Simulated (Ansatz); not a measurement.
# 2H-WS2 bilayer (2H stacking) in a perpendicular field, part 3 of 4

What dipole does a perpendicular field induce in the 2H-WS2 bilayer (2H stacking), and does the gap follow? A positive field points along +c.

Ansatz 0.2.0; plane-wave DFT, r2SCAN-D4, Ansatz PAW (the session's first sound run).

So far, gap along the path (eV): step 3 (single point, field 0) 1.54; step 5 (field -0.1 V/Å) 1.47; step 6 (field 0.2 V/Å) 1.40; step 7 (field -0.2 V/Å) 1.40; step 8 (field 0.35 V/Å) 1.27.

## 9. Response, atoms held

This step: plane-wave DFT, r2SCAN-D4, Ansatz PAW; response to a field along the normal, atoms held (Ansatz 0.2.0).

The dipoles give the slope, and the difference of two potentials shows where the field is screened.

Numbers from this step:

```
equivalent conductor thickness p/(ε₀AE) : 10.13 Å
distance between the outer atoms        : 9.404 Å
```

Dipole of the cell against applied field:

```csv
applied field (V/Å),dipole of the cell (e·Å)
-0.200,-0.0976
-0.100,-0.0488
0.000,5.8e-7
0.100,0.0488
0.200,0.0976
0.350,0.171
```

Local field over the applied field, running mean. From the potentials at -0.1 and 0.1 V/Å; running mean over 2.5 Å. Local field over applied field against z:

z (Å), local field over applied field and a bar:
```
        5      0.997 ##############################
        6      0.974 #############################
        7      0.827 #########################
        8      0.502 ##############
        9      0.181 ####
       10      0.061 
       11      0.054 
       12      0.137 ###
       13      0.331 #########
       14      0.375 ##########
       15      0.213 #####
       16      0.073 #
       17      0.046 
       18      0.108 ##
       19      0.358 ##########
       20      0.707 #####################
       21      0.940 ############################
       22      0.993 ##############################
       23      0.999 ##############################
```

The induced electron density oscillates, so the rows of the table below give means over windows of 3.15 Å about each position, cut where the curve ends. Its maxima inside the range that stand out by 2 % of the span (Å: e/Å³ per V/Å): 8.1: 0.00360, 9.2: 0.00119, 11.2: 5.1e-4, 14.4: 0.00269, 17.4: 6.1e-4, 18.5: -9.5e-4. Its minima: 8.9: 9.5e-4, 10.0: -6.1e-4, 13.0: -0.00269, 16.2: -5.1e-4, 18.2: -0.00119, 19.3: -0.00360.

Electrons, planar mean, per unit field. Induced electron density against z; means over each step:

```csv
z (Å),induced electron density (e/Å³ per V/Å)
5.69,2.5e-4
8.84,0.00137
11.99,-8.4e-4
15.14,8.5e-4
18.29,-0.00120
21.44,-4.3e-4
```

The smaller of the gaps on the path and on the k-mesh, counted as 0 under 0.03 eV. The gap by applied field:

```csv
applied field (V/Å),gap (eV)
-0.200,1.40
-0.100,1.47
0.000,1.54
0.100,1.47
0.200,1.40
0.350,1.27
```

By hand: between -0.1 and 0.1 V/Å the dipole changes by 0.09755 e·Å, a slope of 0.4878 e·Å²/V. A perfect conductor of thickness t has p = ε₀AEt, so t = 180.95 × 0.4878 / 8.715 = 10.13 Å (e/ε₀ = 180.95 V·Å, A in Å²).

The induced dipole is that of a conductor 10.13 Å thick.

## 10. Field on, atoms free, field 0.1 V/Å

This step: plane-wave DFT, r2SCAN-D4, Ansatz PAW (Ansatz 0.2.0).

Now the atoms may follow the field. A weak field makes forces of meV/Å to tens of meV/Å, so the force tolerance is set well below the usual one.

input.yaml reads:

```yaml
crystal:
  lattice:
    - [3.1721836709, 0.0, 0.0]
    - [-1.5860918355, 2.7471916445, 0.0]
    - [0.0, 0.0, 27.4035689022]
  atoms:
    - { symbol: S, position: [0.3333333333, 0.6666666667, 0.3284243754] }
    - { symbol: W, position: [0.0, 0.0, 0.3853829132] }
    - { symbol: S, position: [0.3333333333, 0.6666666667, 0.442334276] }
    - { symbol: S, position: [0.0, 0.0, 0.557665724] }
    - { symbol: W, position: [0.3333333333, 0.6666666667, 0.6146170868] }
    - { symbol: S, position: [0.0, 0.0, 0.6715756246] }
kpoints:
  mp_grid: { grid: [12, 12, 1] }
hamiltonian:
  xc: r2scan
  dispersion: d4
scf:
  occupations: { method: fermi_dirac, width: 0.05 }
  convergence: { dr2_threshold: 1.0e-10 }
efield:
  axis: 3
  dipole_correction: true
  ramp_position: 0.97
  ramp_width: 0.06
  amplitude: 0.1
relax:
  f_tol: 0.001
  max_steps: 60
output:
  write_potential: true
  write_density: true
  volumetric_format: npy
```

The run is started by

```bash
> ansatz run input.yaml --threads 4 --pin off --max-ram 6144MiB --backend cpu --events-out ev --progress --plain --runs-dir out
```

Numbers of over 12 decimals in the logs are rounded to 6 here.

What it wrote:

```text
[...]
Crystal: 6 atoms, lattice volume = 238.811 Å³
Basis set: ecut = 500 eV, 6033 PW (Γ), exchange–correlation on 96×96×800 points (64 copies of the dense FFT grid, shifted against one another)
Bands: 32, of which v1, the nominal top of the filled ones, is band 26 counted from 1 (25 counted from 0)
Symmetry: 6 space group operations
k-points: 19 of 144 (time reversal used)
[...]
SCF iter   1: F=—  HF=-24423.909020 eV  |F-HF|=—  |Δ(HF+E_count)|=         —  Δρ=5.86e-3  dr2=1.91e-1  dr2_τ=1.71e-1  ethr=1.77e-3  p=-0.000 e·Å  D=-7.18e-6 V/Å  ΔV_dip=0.00 eV  dr2_dipole=6.38e-2  V_vac-E_F(+/−)=6.23/3.73 eV  ⟨swp⟩=8.9  Hψ=3390  notcnv=0
[...]
SCF iter  13: F=-24424.035158 eV  HF=-24424.035158 eV  |F-HF|=1.64e-10  |Δ(HF+E_count)|=  4.80e-10  Δρ=1.16e-7  dr2=4.27e-11  dr2_τ=3.75e-12  ethr=1.00e-12  p=0.049 e·Å  D=3.70e-2 V/Å  ΔV_dip=-1.01 eV  dr2_dipole=4.06e-12  V_vac-E_F(+/−)=5.51/4.02 eV  ⟨swp⟩=9.0  Hψ=3987  notcnv=0
SCF 1 converged in 13 iterations: F = -24424.035158 eV  dr2 = 4.27e-11
[...]
relax step   1: F+E_penalty+E_count = -24424.03515830 eV  Δ(F+E_penalty+E_count) = +0.000e0 eV  max|allowed force component| = 5.792e-3 eV/Å  Δτ_max = 0.0000 Å  (13 SCF iters, accepted)
[...]
SCF iter   7: F=-24424.035159 eV  HF=-24424.035159 eV  |F-HF|=1.82e-11  |Δ(HF+E_count)|=  3.27e-10  Δρ=9.04e-8  dr2=3.28e-11  dr2_τ=5.04e-13  ethr=1.00e-12  p=0.049 e·Å  D=3.70e-2 V/Å  ΔV_dip=-1.01 eV  dr2_dipole=2.24e-14  V_vac-E_F(+/−)=5.51/4.02 eV  ⟨swp⟩=8.3  Hψ=3695  notcnv=0
SCF 2 converged in 7 iterations: F = -24424.035159 eV  dr2 = 3.28e-11
relax step   2: F+E_penalty+E_count = -24424.03515924 eV  Δ(F+E_penalty+E_count) = -9.427e-7 eV  max|allowed force component| = 2.581e-3 eV/Å  Δτ_max = 0.0005 Å  (7 SCF iters, accepted)
SCF iter   1: F=—  HF=-24424.035211 eV  |F-HF|=—  |Δ(HF+E_count)|=         —  Δρ=3.37e-5  dr2=1.28e-6  dr2_τ=6.43e-5  ethr=3.87e-8  p=0.049 e·Å  D=3.70e-2 V/Å  ΔV_dip=-1.01 eV  dr2_dipole=2.57e-10  V_vac-E_F(+/−)=5.51/4.02 eV  ⟨swp⟩=3.6  Hψ=1650  notcnv=0  defer=14
[...]
SCF iter   8: F=-24424.035160 eV  HF=-24424.035160 eV  |F-HF|=2.55e-11  |Δ(HF+E_count)|=  1.75e-10  Δρ=4.42e-8  dr2=1.14e-11  dr2_τ=2.15e-12  ethr=1.00e-12  p=0.049 e·Å  D=3.70e-2 V/Å  ΔV_dip=-1.01 eV  dr2_dipole=1.39e-12  V_vac-E_F(+/−)=5.51/4.02 eV  ⟨swp⟩=8.3  Hψ=3640  notcnv=0
SCF 3 converged in 8 iterations: F = -24424.035160 eV  dr2 = 1.14e-11
relax step   3: F+E_penalty+E_count = -24424.03515957 eV  Δ(F+E_penalty+E_count) = -3.239e-7 eV  max|allowed force component| = 1.769e-4 eV/Å  Δτ_max = 0.0006 Å  (8 SCF iters, accepted)
[...]
the band table was solved once a step of the walk had ended and its energy, with any forces and stress, was formed, with the checks that follow a solve (3237 applications of the Hamiltonian). They found nothing against the state; the energy, forces and stress were not computed again (output.eigenvalues in the input reference)
[...]
SCF iter   2: F=-24424.035160 eV  HF=-24424.035160 eV  |F-HF|=2.18e-11  |Δ(HF+E_count)|=  3.64e-11  Δρ=1.97e-8  dr2=4.52e-12  dr2_τ=2.61e-13  ethr=1.00e-12  p=0.049 e·Å  D=3.70e-2 V/Å  ΔV_dip=-1.01 eV  dr2_dipole=6.08e-13  V_vac-E_F(+/−)=5.51/4.02 eV  ⟨swp⟩=7.6  Hψ=3292  notcnv=0
SCF 4 converged in 2 iterations: F = -24424.035160 eV  dr2 = 4.52e-12
[...]
SCF converged after 2 iterations
Free energy (F): -24424.035160 eV
[...]
Internal energy: -24424.035160 eV  (E = F + TS)
E sigma→0 (E₀):  -24424.035160 eV
Entropy (-TS):   -0.000000 eV (-0.000 meV/atom)
Fermi energy:    2.721210 eV
Dipole field:    D = 0.036969 V/Å  (p = 0.048790 e·Å, saw-weighted, corrected)
Work function:   not extracted (applied field tilts the vacuum); planar V_es + V_field profile in the machine report
[...]
--- Forces (eV/Å), atoms counted from 1 ---
  atom   1  S      0.00000000    -0.00000000    -0.00017736
  atom   2  W     -0.00000000     0.00000000     0.00016618
  atom   3  S      0.00000000    -0.00000000    -0.00015888
  atom   4  S     -0.00000000     0.00000000    -0.00005333
  atom   5  W      0.00000000     0.00000000     0.00015720
  atom   6  S     -0.00000000     0.00000000     0.00006574
  max |Σ_I F_I| component: 4.62e-7 eV/Å
--- Band table (eV; the first three rows and the last of 19) ---
  k-point 0: bands = [... 22 lower, -0.1096, -0.1096, 1.3811, 2.0042, 4.6326, 4.6326, 4.7421, 4.7421, ... 2 higher]
  k-point 1: bands = [... 22 lower, -0.0713, 0.2746, 1.3456, 1.8544, 4.5299, 4.5616, 4.6610, 4.6692, ... 2 higher]
  k-point 2: bands = [... 22 lower, -0.0926, 0.3111, 1.1356, 1.3785, 4.0619, 4.3664, 4.4242, 4.5755, ... 2 higher]
  k-point 18: bands = [... 22 lower, -0.9663, -0.8547, 1.4968, 1.6407, 3.4754, 3.5942, 4.8792, 5.4316, ... 2 higher]
--- Relaxed structure (3 steps of the walk, 3 accepted, 0 SCFs on fresh bases) ---
  F+E_penalty+E_count = -24424.03515957 eV   max|allowed force component| = 1.769e-4 eV/Å
  atoms:
    - { symbol: S, position: [0.333333, 0.666667, 0.328438] }
    - { symbol: W, position: [0, -2.775436297896816e-17, 0.385386] }
    - { symbol: S, position: [0.333333, 0.666667, 0.442341] }
    - { symbol: S, position: [0, -2.775594599470047e-17, 0.557665] }
    - { symbol: W, position: [0.333333, 0.666667, 0.614606] }
    - { symbol: S, position: [0, -2.7759634302508636e-17, 0.671565] }
```

Run time: 32 s. Hardware: 4 threads of Arm Neoverse V1, shared host; peak memory 0.98 GiB.

No atom moved by 0.005 Å in the relaxation.

This step gave:

```
dipole along the normal : 0.04879 e·Å
```

The relaxation took 3 steps and lowered the energy by 1.3e-6 eV; the largest force on the free atoms ends at 1.8e-4 eV/Å.

The dipole is 0.0488 e·Å, and the gap on the mesh 1.471 eV.

## 11. Field on, atoms free, field -0.1 V/Å

The opposite sign, again from the field-free geometry; the difference of the two cancels what relaxes without a field.

Edit input.yaml of step 10 so:

```diff
@@ -25,3 +25,3 @@
   ramp_width: 0.06
-  amplitude: 0.1
+  amplitude: -0.1
 relax:
```

What it wrote:

```text
[...]
Crystal: 6 atoms, lattice volume = 238.811 Å³
Basis set: ecut = 500 eV, 6033 PW (Γ), exchange–correlation on 96×96×800 points (64 copies of the dense FFT grid, shifted against one another)
Bands: 32, of which v1, the nominal top of the filled ones, is band 26 counted from 1 (25 counted from 0)
Symmetry: 6 space group operations
k-points: 19 of 144 (time reversal used)
[...]
F+E_penalty+E_count = -24424.03515957 eV   max|allowed force component| = 1.775e-4 eV/Å
  atoms:
    - { symbol: S, position: [0.333333, 0.666667, 0.328435] }
    - { symbol: W, position: [0, -2.7751597643489962e-17, 0.385394] }
    - { symbol: S, position: [0.333333, 0.666667, 0.442335] }
    - { symbol: S, position: [0, -2.775789371244585e-17, 0.557659] }
    - { symbol: W, position: [0.333333, 0.666667, 0.614614] }
    - { symbol: S, position: [0, -2.776045496522599e-17, 0.671562] }
[key lines of the parts left out:]
SCF converged after 2 iterations
Free energy (F): -24424.035160 eV
Fermi energy:    2.721210 eV
Dipole field:    D = -0.036969 V/Å  (p = -0.048790 e·Å, saw-weighted, corrected)
```

Elapsed: 32 s, on 4 threads; peak memory 0.98 GiB.

Hardly anything moved in the relaxation; the energy changed by under 0.2 meV an atom.

This step gave:

```
dipole along the normal : -0.04879 e·Å
```

The relaxation took 3 steps and lowered the energy by 1.3e-6 eV; the largest force on the free atoms ends at 1.8e-4 eV/Å.

The dipole is -0.0488 e·Å, and the gap on the mesh 1.471 eV.

## 12. Response, atoms relaxed

This step: plane-wave DFT, r2SCAN-D4, Ansatz PAW; response to a field along the normal, atoms relaxed (Ansatz 0.2.0).

The same analysis on the two relaxed runs holds the ionic part too; their mesh is coarser, so small differences from the held value can come from that.

This step gave:

| Quantity | Value |
| --- | --- |
| distance between the outer atoms | 9.403 Å |

The dipole of the cell by applied field:

```csv
applied field (V/Å),dipole of the cell (e·Å)
-0.1000,-0.0488
0.1000,0.0488
```

Local field over the applied field, running mean. From the potentials at -0.1 and 0.1 V/Å; running mean over 2.5 Å. The local field over applied field by z:

```csv
z (Å),local field over applied field
4.5,0.999
5.0,0.997
5.5,0.992
6.0,0.974
6.5,0.928
7.0,0.829
7.5,0.675
8.0,0.498
8.5,0.314
9.0,0.174
9.5,0.0995
10.0,0.0733
10.5,0.0547
11.0,0.0646
11.5,0.0812
12.0,0.130
12.5,0.220
13.0,0.325
13.5,0.382
14.0,0.377
14.5,0.307
15.0,0.201
15.5,0.117
16.0,0.0771
16.5,0.0610
17.0,0.0569
17.5,0.0768
18.0,0.109
18.5,0.195
19.0,0.348
19.5,0.533
20.0,0.707
20.5,0.852
21.0,0.940
21.5,0.979
22.0,0.993
22.5,0.998
23.0,0.999
```

The induced electron density oscillates, so the rows of the table below give means over windows of 2.06 Å about each position, cut where the curve ends. Its maxima inside the range that stand out by 2 % of the span (Å: e/Å³ per V/Å): 8.1: 0.00349, 9.2: 0.00137, 10.1: 0.00122, 11.5: -9.5e-4, 12.3: -9.0e-4, 14.4: 0.00241, 15.6: 0.0012, 16.3: 0.00150, 17.7: -6.8e-4, 18.6: -0.00101. Its minima: 8.8: 0.00101, 9.7: 6.8e-4, 11.1: -0.00150, 11.8: -0.00120, 13.0: -0.00241, 15.1: 9.0e-4, 15.9: 9.5e-4, 17.3: -0.00122, 18.2: -0.00137, 19.3: -0.00349.

Electrons, planar mean, per unit field. Table of induced electron density by z; means over each step:

z (Å), induced electron density (e/Å³ per V/Å) and a bar from the least value:
```
     5.14    0.00003 #################
     7.20    0.00168 ##############################
     9.26    0.00130 ###########################
    11.32   -0.00082 ##########
    13.38   -0.00053 #############
    15.44    0.00130 ###########################
    17.50   -0.00068 ###########
    19.56   -0.00214 
    21.62   -0.00015 ################
```

The induced dipole is that of a conductor 10.13 Å thick.

## 13. Same geometry, cutoff 420 eV, functional LDA

This step: plane-wave DFT, LDA, Ansatz PAW (Ansatz 0.2.0).

The geometry is kept and the functional is LDA; other changes against the main runs: SCF threshold 1.0e-10 → 1.0e-09 eV, cutoff 500 → 420, k-mesh 18×18×1 → 6×6×1 and no dispersion term, which doesn't act on the electrons.

Edit input.yaml of step 11 so:

```diff
@@ -13,9 +13,8 @@
 kpoints:
-  mp_grid: { grid: [12, 12, 1] }
+  mp_grid: { grid: [6, 6, 1] }
 hamiltonian:
-  xc: r2scan
-  dispersion: d4
+  xc: lda
 scf:
   occupations: { method: fermi_dirac, width: 0.05 }
-  convergence: { dr2_threshold: 1.0e-10 }
+  convergence: { dr2_threshold: 1.0e-09 }
 efield:
@@ -25,6 +24,3 @@
   ramp_width: 0.06
-  amplitude: -0.1
-relax:
-  f_tol: 0.001
-  max_steps: 60
+  amplitude: 0.1
 output:
```

What it wrote:

```text
[...]
Crystal: 6 atoms, lattice volume = 238.811 Å³
Basis set: ecut = 420 eV, 4675 PW (Γ)
Bands: 32, of which v1, the nominal top of the filled ones, is band 26 counted from 1 (25 counted from 0)
Symmetry: 6 space group operations
k-points: 7 of 36 (time reversal used)
[...]
SCF iter   1: F=—  HF=-23744.057244 eV  |F-HF|=—  |Δ(HF+E_count)|=         —  Δρ=2.99e-2  dr2=2.40e0  ethr=3.10e-3  p=0.056 e·Å  D=4.24e-2 V/Å  ΔV_dip=-1.16 eV  dr2_dipole=5.67e-4  V_vac-E_F(+/−)=6.64/5.31 eV  ⟨swp⟩=8.4  Hψ=1187  notcnv=0
[...]
SCF iter  13: F=-23743.209992 eV  HF=-23743.209992 eV  |F-HF|=2.95e-10  |Δ(HF+E_count)|=  6.55e-11  Δρ=3.13e-7  dr2=5.20e-10  ethr=1.92e-12  p=0.050 e·Å  D=3.76e-2 V/Å  ΔV_dip=-1.03 eV  dr2_dipole=3.17e-11  V_vac-E_F(+/−)=5.63/4.17 eV  ⟨swp⟩=7.3  Hψ=818  notcnv=0
SCF 1 converged in 13 iterations: F = -23743.209992 eV  dr2 = 5.20e-10
[...]
SCF converged after 13 iterations
Free energy (F): -23743.209992 eV
[...]
Internal energy: -23743.209991 eV  (E = F + TS)
E sigma→0 (E₀):  -23743.209991 eV
Entropy (-TS):   -0.000000 eV (-0.000 meV/atom)
Fermi energy:    2.551649 eV
Dipole field:    D = 0.037588 V/Å  (p = 0.049607 e·Å, saw-weighted, corrected)
Work function:   not extracted (applied field tilts the vacuum); planar V_es + V_field profile in the machine report
[...]
--- Band table (eV; the first three rows and the last of 7) ---
  k-point 0: bands = [... 22 lower, -0.0583, -0.0583, 1.2747, 1.9118, 4.3656, 4.3656, 4.4713, 4.4713, ... 2 higher]
  k-point 1: bands = [... 22 lower, -0.0245, 0.3832, 1.0637, 1.3051, 3.7812, 4.0814, 4.2020, 4.2712, ... 2 higher]
  k-point 2: bands = [... 22 lower, -0.1352, -0.0166, 0.2277, 0.3881, 3.9292, 4.0229, 4.1500, 4.3000, ... 2 higher]
  k-point 6: bands = [... 22 lower, -0.8346, -0.7326, 1.4220, 1.5605, 3.2588, 3.3672, 4.5162, 5.0797, ... 2 higher]
```

It took 2.3 s on 4 threads; peak memory 0.46 GiB.

Numbers from this step:

```yaml
dipole_along_the_normal: 0.04961 e·Å
```

The dipole is 0.0496 e·Å.

## 14. Same geometry, cutoff 420 eV, functional LDA (run 2)

The same run in the opposite field.

Edit input.yaml of step 13 so:

```diff
@@ -24,3 +24,3 @@
   ramp_width: 0.06
-  amplitude: 0.1
+  amplitude: -0.1
 output:
```

What it wrote:

```text
[...]
Crystal: 6 atoms, lattice volume = 238.811 Å³
Basis set: ecut = 420 eV, 4675 PW (Γ)
Bands: 32, of which v1, the nominal top of the filled ones, is band 26 counted from 1 (25 counted from 0)
Symmetry: 6 space group operations
k-points: 7 of 36 (time reversal used)
[...]
k-point 0: bands = [... 22 lower, -0.0583, -0.0583, 1.2746, 1.9118, 4.3656, 4.3656, 4.4713, 4.4713, ... 2 higher]
  k-point 1: bands = [... 22 lower, -0.0245, 0.3832, 1.0637, 1.3051, 3.7812, 4.0814, 4.2019, 4.2712, ... 2 higher]
  k-point 2: bands = [... 22 lower, -0.1352, -0.0167, 0.2277, 0.3880, 3.9292, 4.0229, 4.1500, 4.3000, ... 2 higher]
  k-point 6: bands = [... 22 lower, -0.8346, -0.7326, 1.4220, 1.5605, 3.2588, 3.3672, 4.5162, 5.0797, ... 2 higher]
[key lines of the parts left out:]
SCF converged after 13 iterations
Free energy (F): -23743.209992 eV
Fermi energy:    2.551640 eV
Dipole field:    D = -0.037599 V/Å  (p = -0.049621 e·Å, saw-weighted, corrected)
```

Elapsed: 2.3 s, on 4 threads; peak memory 0.47 GiB; 8.3 s of CPU time.

The dipole is -0.0496 e·Å.

## 15. Response at this level

This step: plane-wave DFT, LDA, Ansatz PAW; response to a field along the normal, atoms held (Ansatz 0.2.0).

The two signs of the field give the slope at this level.

This step gave:

```
equivalent conductor thickness p/(ε₀AE) : 10.30 Å
distance between the outer atoms        : 9.404 Å
```

The induced dipole is that of a conductor 10.30 Å thick.

## 16. Same geometry, cutoff 420 eV, functional PBE

This step: plane-wave DFT, PBE, Ansatz PAW (Ansatz 0.2.0).

The geometry is kept and the functional is PBE; other changes against the main runs: SCF threshold 1.0e-10 → 1.0e-09 eV, cutoff 500 → 420, k-mesh 18×18×1 → 6×6×1 and no dispersion term, which doesn't act on the electrons.

Edit input.yaml of step 14 so:

```diff
@@ -15,3 +15,3 @@
 hamiltonian:
-  xc: lda
+  xc: pbe
 scf:
@@ -24,3 +24,3 @@
   ramp_width: 0.06
-  amplitude: -0.1
+  amplitude: 0.1
 output:
```

What it wrote:

```text
[...]
Crystal: 6 atoms, lattice volume = 238.811 Å³
Basis set: ecut = 420 eV, 4675 PW (Γ)
Bands: 32, of which v1, the nominal top of the filled ones, is band 26 counted from 1 (25 counted from 0)
Symmetry: 6 space group operations
k-points: 7 of 36 (time reversal used)
[...]
k-point 0: bands = [... 22 lower, 0.1838, 0.1838, 1.5548, 2.1616, 4.6281, 4.6281, 4.7372, 4.7372, ... 2 higher]
  k-point 1: bands = [... 22 lower, 0.1949, 0.5861, 1.3279, 1.5583, 4.0708, 4.3639, 4.4563, 4.5712, ... 2 higher]
  k-point 2: bands = [... 22 lower, 0.0779, 0.2008, 0.4871, 0.6468, 4.2376, 4.3032, 4.4334, 4.5928, ... 2 higher]
  k-point 6: bands = [... 22 lower, -0.6345, -0.5277, 1.6917, 1.8311, 3.5454, 3.6589, 4.8633, 5.3950, ... 2 higher]
[key lines of the parts left out:]
SCF converged after 13 iterations
Free energy (F): -24382.827459 eV
Fermi energy:    2.824142 eV
Dipole field:    D = 0.037335 V/Å  (p = 0.049273 e·Å, saw-weighted, corrected)
```

Run time: 2.3 s. Hardware: 4 threads; peak memory 0.48 GiB.

The dipole is 0.0493 e·Å.

## 17. Same geometry, cutoff 420 eV, functional PBE (run 2)

The same run in the opposite field.

Edit input.yaml of step 16 so:

```diff
@@ -24,3 +24,3 @@
   ramp_width: 0.06
-  amplitude: 0.1
+  amplitude: -0.1
 output:
```

What it wrote:

```text
[...]
Crystal: 6 atoms, lattice volume = 238.811 Å³
Basis set: ecut = 420 eV, 4675 PW (Γ)
Bands: 32, of which v1, the nominal top of the filled ones, is band 26 counted from 1 (25 counted from 0)
Symmetry: 6 space group operations
k-points: 7 of 36 (time reversal used)
[...]
k-point 0: bands = [... 22 lower, 0.1838, 0.1838, 1.5548, 2.1616, 4.6281, 4.6281, 4.7372, 4.7372, ... 2 higher]
  k-point 1: bands = [... 22 lower, 0.1949, 0.5861, 1.3279, 1.5583, 4.0708, 4.3639, 4.4563, 4.5712, ... 2 higher]
  k-point 2: bands = [... 22 lower, 0.0779, 0.2008, 0.4871, 0.6468, 4.2376, 4.3032, 4.4334, 4.5928, ... 2 higher]
  k-point 6: bands = [... 22 lower, -0.6345, -0.5277, 1.6917, 1.8311, 3.5454, 3.6589, 4.8633, 5.3950, ... 2 higher]
[key lines of the parts left out:]
SCF converged after 13 iterations
Free energy (F): -24382.827459 eV
Fermi energy:    2.824139 eV
Dipole field:    D = -0.037335 V/Å  (p = -0.049273 e·Å, saw-weighted, corrected)
```

Elapsed: 2.2 s, on 4 threads; peak memory 0.48 GiB; 8.1 s of CPU time.

The dipole is -0.0493 e·Å.

## 18. Response at this level

This step: plane-wave DFT, PBE, Ansatz PAW; response to a field along the normal, atoms held (Ansatz 0.2.0).

The induced dipole is that of a conductor 10.23 Å thick.

[end of part 3 of 4]

[Logs are printed without paths, hosts, clocks, repeated set-up lines and the standing remarks that a program may print on its own settings, such as how far it seeks lower states.]

[Hosts, paths, dates, database ids (printed as entryN), source tags and the programs' standing remarks are cut or masked in the printed files.]

[Maps of the electrostatic potential energy from Ansatz leave out the sawtooth potential of an applied field or a dipole correction, so their vacuum need not be flat; planar profiles and work functions include it.]
